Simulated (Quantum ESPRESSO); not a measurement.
# Eu (Im-3m) in Quantum ESPRESSO: notebook

The runs below take Eu through Hubbard U by linear response, with LDA+U, PBE+U.

Everything below comes from runs of Quantum ESPRESSO 7.5. Logs are shortened: lines on timing, memory, paths and dates and some standing lists are left out, and cuts for length are marked.

## (1) The crystal as given

Symmetry: Im-3m, No. 229, cubic system. Conventional cell: a = 4.606 Å, b = 4.606 Å, c = 4.606 Å, α = 90.00°, β = 90.00°, γ = 90.00°. Around Eu (site symmetry m-3m) lie 8 Eu at 3.99 Å.

## (2) Hubbard U by linear response, LDA+U, collinear spin, ferromagnetic start

The input, pw.in:

```
&CONTROL
  calculation = 'scf'
  prefix = 'pwscf'
  outdir = './tmp'
  pseudo_dir = './pseudo'
  tprnfor = .true.
  tstress = .true.
  disk_io = 'low'
/
&SYSTEM
  ibrav = 0
  nat = 1
  ntyp = 1
  ecutwfc = 50
  ecutrho = 300
  nbnd = 18
  occupations = 'smearing'
  smearing = 'gaussian'
  degauss = 0.01999163
  nspin = 2
  starting_magnetization(1) = 0.4118
/
&ELECTRONS
  conv_thr = 2d-10
  electron_maxstep = 120
  mixing_beta = 0.3
/
ATOMIC_SPECIES
Eu   151.9640 Eu.LDA_PW-JTH.UPF
CELL_PARAMETERS angstrom
  -2.3030000000    2.3030000000    2.3030000000
   2.3030000000   -2.3030000000    2.3030000000
   2.3030000000    2.3030000000   -2.3030000000
ATOMIC_POSITIONS crystal
Eu     0.0000000000    0.0000000000    0.0000000000
K_POINTS automatic
6 6 6 0 0 0
HUBBARD {ortho-atomic}
U Eu-4f 0.0001
```

The input, scf2.in:

```
&CONTROL
  calculation = 'scf'
  prefix = 'pwscf'
  outdir = './tmp'
  pseudo_dir = './pseudo'
  tprnfor = .true.
  tstress = .true.
  disk_io = 'low'
/
&SYSTEM
  ibrav = 0
  nat = 1
  ntyp = 1
  ecutwfc = 50
  ecutrho = 300
  nbnd = 18
  occupations = 'smearing'
  smearing = 'gaussian'
  degauss = 0.01999163
  nspin = 2
  starting_magnetization(1) = 0.4118
/
&ELECTRONS
  conv_thr = 1d-13
  electron_maxstep = 120
  mixing_beta = 0.3
  startingpot = 'file'
  startingwfc = 'file'
/
ATOMIC_SPECIES
Eu   151.9640 Eu.LDA_PW-JTH.UPF
CELL_PARAMETERS angstrom
  -2.3030000000    2.3030000000    2.3030000000
   2.3030000000   -2.3030000000    2.3030000000
   2.3030000000    2.3030000000   -2.3030000000
ATOMIC_POSITIONS crystal
Eu     0.0000000000    0.0000000000    0.0000000000
K_POINTS automatic
6 6 6 0 0 0
HUBBARD {ortho-atomic}
U Eu-4f 0.0001
```

The input, hp.in:

```
&INPUTHP
  prefix = 'pwscf'
  outdir = './tmp'
  nq1 = 1
  nq2 = 1
  nq3 = 1
  conv_thr_chi = 1d-06
  niter_max = 80
  iverbosity = 1
  alpha_mix(1) = 0.15
/
```

Potentials or basis: JTH 2.0 LDA.

Run with:

```console
OMP_NUM_THREADS=1 pw.x -in pw.in > pw.out
OMP_NUM_THREADS=1 pw.x -in scf2.in > scf2.out
OMP_NUM_THREADS=1 hp.x -in hp.in > hp.out
```

pw.out:

```text
This program is part of the open-source Quantum ESPRESSO suite
     for quantum simulation of materials; please cite
         "P. Giannozzi et al., J. Phys.:Condens. Matter 21 395502 (2009);
         "P. Giannozzi et al., J. Phys.:Condens. Matter 29 465901 (2017);
         "P. Giannozzi et al., J. Chem. Phys. 152 154105 (2020);
     in publications or presentations arising from this work. More details at

     file Eu.LDA_PW-JTH.UPF: wavefunction(s)  5S 6S 5P 0P 5D 0D 4F 0F renormalized
     Message from routine setup:
     using ibrav=0 with symmetry is DISCOURAGED, use correct ibrav instead

     G-vector sticks info
     --------------------
     sticks:   dense  smooth     PW     G-vecs:    dense   smooth      PW
     Sum        1267     841    291                28867    15683    3151

     Using Slab Decomposition

     bravais-lattice index     =            0
     lattice parameter (alat)  =       7.5380  a.u.
     unit-cell volume          =     329.7148 (a.u.)^3
     number of atoms/cell      =            1
     number of atomic types    =            1
     number of electrons       =        17.00
     number of Kohn-Sham states=           18
     kinetic-energy cutoff     =      50.0000  Ry
     charge density cutoff     =     300.0000  Ry
     scf convergence threshold =      2.0E-10
     mixing beta               =       0.3000
     number of iterations used =            8  plain     mixing
     Exchange-correlation= SLA PW NOGX NOGC
                           (   1   4   0   0   0   0   0)
     Hubbard projectors: ortho-atomic
     Hubbard parameters of DFT+U (Dudarev formulation) in eV:
     U(Eu-4f) =  0.0001

     Internal variables: lda_plus_u =T, lda_plus_u_kind = 0

     Internal variables: orbital_resolved =F, hub_pot_fix =F, apply_U = F

     celldm(1)=   7.537953  celldm(2)=   0.000000  celldm(3)=   0.000000
     celldm(4)=   0.000000  celldm(5)=   0.000000  celldm(6)=   0.000000

     crystal axes: (cart. coord. in units of alat)
               a(1) = (  -0.577350   0.577350   0.577350 )
               a(2) = (   0.577350  -0.577350   0.577350 )
               a(3) = (   0.577350   0.577350  -0.577350 )

     reciprocal axes: (cart. coord. in units 2 pi/alat)
               b(1) = ( -0.000000  0.866025  0.866025 )
               b(2) = (  0.866025 -0.000000  0.866025 )
               b(3) = (  0.866025  0.866025  0.000000 )

     PseudoPot. # 1 for Eu read from file:
     Eu.LDA_PW-JTH.UPF
     Pseudo is Projector augmented-wave + core cor, Zval = 17.0
     Generated using ATOMPAW code
     Shape of augmentation charge: SINC**2
     Using radial grid of 1109 points,  8 beta functions with:
                l(1) =   0
                l(2) =   0
                l(3) =   1
                l(4) =   1
                l(5) =   2
                l(6) =   2
                l(7) =   3
                l(8) =   3
     Q(r) pseudized with 0 coefficients

     atomic species   valence    mass     pseudopotential
     Eu               17.00   151.96400     Eu( 1.00)

[... 91 lines left out ...]

     Self-consistent Calculation

     iteration #  1     ecut=    50.00 Ry     beta= 0.30
     Davidson diagonalization with overlap
     ethr =  1.00E-02,  avg # of iterations =  4.7

     =================== HUBBARD OCCUPATIONS ===================
     ------------------------ ATOM    1 ------------------------
     Tr[ns(  1)] (up, down, total) =   6.33978  1.23555  7.57534
     Atomic magnetic moment for atom   1 =   5.10423
     SPIN  1
     eigenvalues:
       0.903  0.903  0.903  0.904  0.908  0.908  0.908
     eigenvectors (columns):
      -0.213  0.971  0.106  0.000  0.000  0.000 -0.000
      -0.560 -0.098 -0.228  0.000  0.628 -0.052  0.477
      -0.211 -0.108  0.564 -0.000 -0.177 -0.756  0.151
       0.000 -0.000 -0.000  0.000  0.565 -0.287 -0.774
[... 249 lines left out ...]
     iteration # 23     ecut=    50.00 Ry     beta= 0.30
     Davidson diagonalization with overlap
     ethr =  4.18E-12,  avg # of iterations =  1.2

     Magnetic moment per site  (integrated on atomic sphere of radius R)
     atom   1 (R=0.413)  charge= 15.7699  magn=  7.0709

     End of self-consistent calculation

     =================== HUBBARD OCCUPATIONS ===================
     ------------------------ ATOM    1 ------------------------
     Tr[ns(  1)] (up, down, total) =   6.27009  0.00504  6.27513
     Atomic magnetic moment for atom   1 =   6.26504
     SPIN  1
     eigenvalues:
       0.888  0.888  0.888  0.900  0.900  0.900  0.908
     eigenvectors (columns):
       0.000  0.000 -0.000  0.206 -0.970  0.130  0.000
      -0.237 -0.678 -0.330  0.560  0.088 -0.233 -0.000
       0.753 -0.230 -0.070  0.214  0.121  0.561  0.000
      -0.045 -0.424  0.905  0.000 -0.000  0.000  0.000
       0.000 -0.000  0.000 -0.000 -0.000  0.000 -1.000
      -0.184 -0.525 -0.255 -0.723 -0.113  0.300  0.000
      -0.583  0.178  0.054  0.276  0.156  0.724  0.000
     occupation matrix ns (before diag.):
[... 14 lines left out ...]
       0.056 -0.860 -0.507  0.000 -0.000 -0.000  0.000
       0.000 -0.000  0.000 -0.000 -0.000  0.000 -1.000
       0.009 -0.311  0.528 -0.699 -0.007  0.369  0.000
      -0.611 -0.034 -0.010  0.363  0.140  0.688  0.000
     occupation matrix ns (before diag.):
       0.001 -0.000  0.000  0.000 -0.000  0.000  0.000
      -0.000  0.001 -0.000  0.000  0.000 -0.000 -0.000
       0.000 -0.000  0.001  0.000 -0.000  0.000  0.000
       0.000  0.000  0.000  0.000 -0.000 -0.000  0.000
      -0.000  0.000 -0.000 -0.000  0.001 -0.000 -0.000
       0.000 -0.000  0.000 -0.000 -0.000  0.001  0.000
       0.000 -0.000  0.000  0.000 -0.000  0.000  0.001

     Number of occupied Hubbard levels =    6.2751

 ------ SPIN UP ------------

          k = 0.0000 0.0000 0.0000 (  1961 PWs)   bands (ev):

   -34.1661 -12.8059 -12.8059 -12.8059   3.6457   7.2573   7.2573   7.2573
     7.3940   7.3940   7.3940   7.4322   9.2900   9.2900   9.2900  10.8142
    10.8142  16.7560
[... 87 lines left out ...]
   -34.1348 -13.0007 -13.0007 -13.0007   6.9229   6.9229   7.2518   7.2949
     7.2949   7.2949   7.4148   7.4148   7.4148  12.0825  12.0825  12.1842
    12.1851  12.1851

 ------ SPIN DOWN ----------

          k = 0.0000 0.0000 0.0000 (  1961 PWs)   bands (ev):

   -31.2440 -10.5252 -10.5252 -10.5252   4.3646  10.2989  10.2989  10.2989
    11.5038  11.5038  11.5038  11.9241  11.9241  11.9269  11.9269  11.9269
    12.0154  17.7360
[... 87 lines left out ...]
   -31.2037 -10.7683 -10.7683 -10.7683   7.7131   7.7131  11.3989  11.3989
    11.3989  11.6276  11.9477  11.9477  11.9477  13.3535  13.3535  13.3535
    13.4605  13.4605

     the Fermi energy is     7.8039 ev

!    total energy              =    -627.76150149 Ry
     total all-electron energy =      -627.761501 Ry
     estimated scf accuracy    <          2.0E-11 Ry
     smearing contrib. (-TS)   =      -0.00682036 Ry
     internal energy E=F+TS    =    -627.75468112 Ry

     The total energy is F=E-TS. E is the sum of the following terms:
     one-electron contribution =    -108.11300432 Ry
     hartree contribution      =      57.30798948 Ry
     xc contribution           =     -19.95456946 Ry
     ewald contribution        =    -120.83283294 Ry
     Hubbard energy            =       0.00000242 Ry
     one-center paw contrib.   =    -436.16226631 Ry

     total magnetization       =     7.36 Bohr mag/cell
     absolute magnetization    =     7.36 Bohr mag/cell

     convergence has been achieved in  23 iterations

     Forces acting on atoms (cartesian axes, Ry/au):

     atom    1 type  1   force =     0.00000000    0.00000000    0.00000000

     Total force =     0.000000     Total SCF correction =     0.000000

     Computing stress (Cartesian axis) and pressure

          total   stress  (Ry/bohr**3)                   (kbar)     P=      -42.50
  -0.00028891  -0.00000000  -0.00000000          -42.50       -0.00       -0.00
  -0.00000000  -0.00028891  -0.00000000           -0.00      -42.50       -0.00
  -0.00000000  -0.00000000  -0.00028891           -0.00       -0.00      -42.50

=------------------------------------------------------------------------------=
   JOB DONE.
=------------------------------------------------------------------------------=
```

hp.out:

```text
This program is part of the open-source Quantum ESPRESSO suite
     for quantum simulation of materials; please cite
         "P. Giannozzi et al., J. Phys.:Condens. Matter 21 395502 (2009);
         "P. Giannozzi et al., J. Phys.:Condens. Matter 29 465901 (2017);
         "P. Giannozzi et al., J. Chem. Phys. 152 154105 (2020);
     in publications or presentations arising from this work. More details at
[... 193 lines left out ...]

     Post-processing calculation of Hubbard parameters ...

     PRINTING TIMING FROM PWSCF ROUTINES:

     PRINTING TIMING FROM HP ROUTINES:

     PRINTING TIMING FROM LR MODULE:

     USPP ROUTINES:

=------------------------------------------------------------------------------=
   JOB DONE.
=------------------------------------------------------------------------------=
```

Run time: 3.4 min. Hardware: 1 thread of Arm Neoverse V2, shared host; peak memory 0.33 GiB.

Results:

```
Free energy                                           : -8541.1303 eV
Pressure                                              : -4.3 GPa
Band gap on the k mesh                                : none (metal or under the smearing width)
Net moment                                            : 7.36 μB per cell
Absolute moment                                       : 7.36 μB per cell
Site moments                                          : Eu +7.07 μB
Valence electrons inside the program's atomic spheres : Eu 15.77
Hubbard U from linear response                        : 3.02 eV
```

Eigenvalues of the final occupation matrices:
```csv
site,spin,trace,eigenvalues
Eu 1 4f,1,6.27,0.89 0.89 0.89 0.90 0.90 0.90 0.91
Eu 1 4f,2,0.01,0.00 0.00 0.00 0.00 0.00 0.00 0.00
```

Hubbard U from linear response:
```
site  manifold  U (eV)
   1     Eu-4f    3.02
```

Caveat: the k mesh is coarse; the computed U isn't converged in cell size; spin-orbit coupling is left out, which moves the levels of the heavy elements. The state reached can hang on the start; a lower one may exist.

## (3) Hubbard U by linear response, PBE+U, collinear spin, ferromagnetic start

Changes to pw.in since step 2:

```diff
@@ -13,8 +13,8 @@
   ntyp = 1
-  ecutwfc = 50
-  ecutrho = 300
+  ecutwfc = 55
+  ecutrho = 440
   nbnd = 18
   occupations = 'smearing'
-  smearing = 'gaussian'
-  degauss = 0.01999163
+  smearing = 'mp'
+  degauss = 0.00999582
   nspin = 2
@@ -28,3 +28,3 @@
 ATOMIC_SPECIES
-Eu   151.9640 Eu.LDA_PW-JTH.UPF
+Eu   151.9640 Eu.paw.z_17.atompaw.wentzcovitch.v1.2.upf
 CELL_PARAMETERS angstrom
@@ -37,3 +37,3 @@
 6 6 6 0 0 0
-HUBBARD {ortho-atomic}
-U Eu-4f 0.0001
+HUBBARD {atomic}
+U Eu-4f 6.0
```

Changes to scf2.in since step 2:

```diff
@@ -13,8 +13,8 @@
   ntyp = 1
-  ecutwfc = 50
-  ecutrho = 300
+  ecutwfc = 55
+  ecutrho = 440
   nbnd = 18
   occupations = 'smearing'
-  smearing = 'gaussian'
-  degauss = 0.01999163
+  smearing = 'mp'
+  degauss = 0.00999582
   nspin = 2
@@ -30,3 +30,3 @@
 ATOMIC_SPECIES
-Eu   151.9640 Eu.LDA_PW-JTH.UPF
+Eu   151.9640 Eu.paw.z_17.atompaw.wentzcovitch.v1.2.upf
 CELL_PARAMETERS angstrom
@@ -39,3 +39,3 @@
 6 6 6 0 0 0
-HUBBARD {ortho-atomic}
-U Eu-4f 0.0001
+HUBBARD {atomic}
+U Eu-4f 6.0
```

hp.in is that of step 2.

Potentials or basis: SSSP 1.3 efficiency PBE.

Run with:

```console
OMP_NUM_THREADS=1 pw.x -in pw.in > pw.out
OMP_NUM_THREADS=1 pw.x -in scf2.in > scf2.out
OMP_NUM_THREADS=1 hp.x -in hp.in > hp.out
```

pw.out:

```text
This program is part of the open-source Quantum ESPRESSO suite
     for quantum simulation of materials; please cite
         "P. Giannozzi et al., J. Phys.:Condens. Matter 21 395502 (2009);
         "P. Giannozzi et al., J. Phys.:Condens. Matter 29 465901 (2017);
         "P. Giannozzi et al., J. Chem. Phys. 152 154105 (2020);
     in publications or presentations arising from this work. More details at

     file Eu.paw.z_17.atompaw.wentzcovitch.v1.2.upf: wavefunction(s)  6S 0P 5D 0D 4F 0F renormalized
     Message from routine setup:
     using ibrav=0 with symmetry is DISCOURAGED, use correct ibrav instead

     G-vector sticks info
     --------------------
     sticks:   dense  smooth     PW     G-vecs:    dense   smooth      PW
     Sum        1885     941    321                51245    18173    3589

     Using Slab Decomposition

     bravais-lattice index     =            0
     lattice parameter (alat)  =       7.5380  a.u.
     unit-cell volume          =     329.7148 (a.u.)^3
     number of atoms/cell      =            1
     number of atomic types    =            1
     number of electrons       =        17.00
     number of Kohn-Sham states=           18
     kinetic-energy cutoff     =      55.0000  Ry
     charge density cutoff     =     440.0000  Ry
     scf convergence threshold =      2.0E-10
     mixing beta               =       0.3000
     number of iterations used =            8  plain     mixing
     Exchange-correlation= SLA PW PBX PBC
                           (   1   4   3   4   0   0   0)
     Hubbard projectors: atomic
     Hubbard parameters of DFT+U (Dudarev formulation) in eV:
     U(Eu-4f) =  6.0000

     Internal variables: lda_plus_u =T, lda_plus_u_kind = 0
[... 354 lines left out ...]
       0.000 -0.000  0.000  0.000 -0.000  0.000  0.000

     Number of occupied Hubbard levels =    6.9500

 ------ SPIN UP ------------

          k = 0.0000 0.0000 0.0000 (  2243 PWs)   bands (ev):

   -33.5510 -12.3282 -12.3282 -12.3282   3.5865   5.4130   5.4130   5.4130
     5.5394   5.5394   5.5394   5.5778   9.5540   9.5540   9.5540  10.9983
    10.9983  16.6050
[... 87 lines left out ...]
   -33.5181 -12.5308 -12.5308 -12.5308   5.4260   5.4490   5.4490   5.4490
     5.5667   5.5667   5.5667   6.8927   6.8927  12.0350  12.0350  12.0350
    12.5287  12.5287

 ------ SPIN DOWN ----------

          k = 0.0000 0.0000 0.0000 (  2243 PWs)   bands (ev):

   -30.3896  -9.9130  -9.9130  -9.9130   4.3614  10.5216  10.5216  10.5216
    12.2074  12.2074  14.9820  14.9820  14.9820  16.2201  16.2201  16.2201
    16.3768  18.5293
[... 87 lines left out ...]
   -30.3459 -10.1712 -10.1712 -10.1712   7.7764   7.7764  12.5922  12.5922
    12.5922  13.8108  13.8108  13.8108  15.6730  15.8137  16.2946  16.2949
    16.2951  16.4247

     the Fermi energy is     7.7547 ev

!    total energy              =    -642.51492171 Ry
     total all-electron energy =      -642.514922 Ry
     estimated scf accuracy    <          1.6E-10 Ry
     smearing contrib. (-TS)   =       0.00005348 Ry
     internal energy E=F+TS    =    -642.51497519 Ry

     The total energy is F=E-TS. E is the sum of the following terms:
     one-electron contribution =    -108.32517033 Ry
     hartree contribution      =      64.64007820 Ry
     xc contribution           =     -21.31652405 Ry
     ewald contribution        =    -120.83283294 Ry
     Hubbard energy            =       0.01119774 Ry
     one-center paw contrib.   =    -456.69172382 Ry

     total magnetization       =     7.51 Bohr mag/cell
     absolute magnetization    =     7.51 Bohr mag/cell

     convergence has been achieved in  14 iterations

     Forces acting on atoms (cartesian axes, Ry/au):

     atom    1 type  1   force =     0.00000000    0.00000000    0.00000000

     Total force =     0.000000     Total SCF correction =     0.000000

     Computing stress (Cartesian axis) and pressure

          total   stress  (Ry/bohr**3)                   (kbar)     P=       -7.59
  -0.00005158  -0.00000000   0.00000000           -7.59       -0.00        0.00
  -0.00000000  -0.00005158   0.00000000           -0.00       -7.59        0.00
   0.00000000   0.00000000  -0.00005158            0.00        0.00       -7.59

=------------------------------------------------------------------------------=
   JOB DONE.
=------------------------------------------------------------------------------=
```

hp.out:

```text
This program is part of the open-source Quantum ESPRESSO suite
     for quantum simulation of materials; please cite
         "P. Giannozzi et al., J. Phys.:Condens. Matter 21 395502 (2009);
         "P. Giannozzi et al., J. Phys.:Condens. Matter 29 465901 (2017);
         "P. Giannozzi et al., J. Chem. Phys. 152 154105 (2020);
     in publications or presentations arising from this work. More details at
[... 157 lines left out ...]

     Post-processing calculation of Hubbard parameters ...

     PRINTING TIMING FROM PWSCF ROUTINES:

     PRINTING TIMING FROM HP ROUTINES:

     PRINTING TIMING FROM LR MODULE:

     USPP ROUTINES:

=------------------------------------------------------------------------------=
   JOB DONE.
=------------------------------------------------------------------------------=
```

It took 3.5 min on 1 thread of Arm Neoverse V2, shared host; peak memory 0.55 GiB.

What came out:

| Quantity | Value |
| --- | --- |
| Free energy | -8741.8609 eV |
| Pressure | -0.7 GPa |
| Band gap on the k mesh | none (metal or under the smearing width) |
| Net moment | 7.51 μB per cell |
| Absolute moment | 7.51 μB per cell |
| Site moments | Eu +7.22 μB |
| Valence electrons inside the program's atomic spheres | Eu 15.81 |
| Hubbard U from linear response | 26.43 eV |

Eigenvalues of the final occupation matrices:
```
   site  spin  trace                         eigenvalues
Eu 1 4f     1   6.95  0.99 0.99 0.99 0.99 0.99 0.99 0.99
Eu 1 4f     2   0.00  0.00 0.00 0.00 0.00 0.00 0.00 0.00
```

Hubbard U from linear response:
```csv
site,manifold,U (eV)
1,Eu-4f,26.43
```

Caveat: the k mesh is coarse; the computed U isn't converged in cell size; spin-orbit coupling is left out, which moves the levels of the heavy elements. The state reached can hang on the start; a lower one may exist.
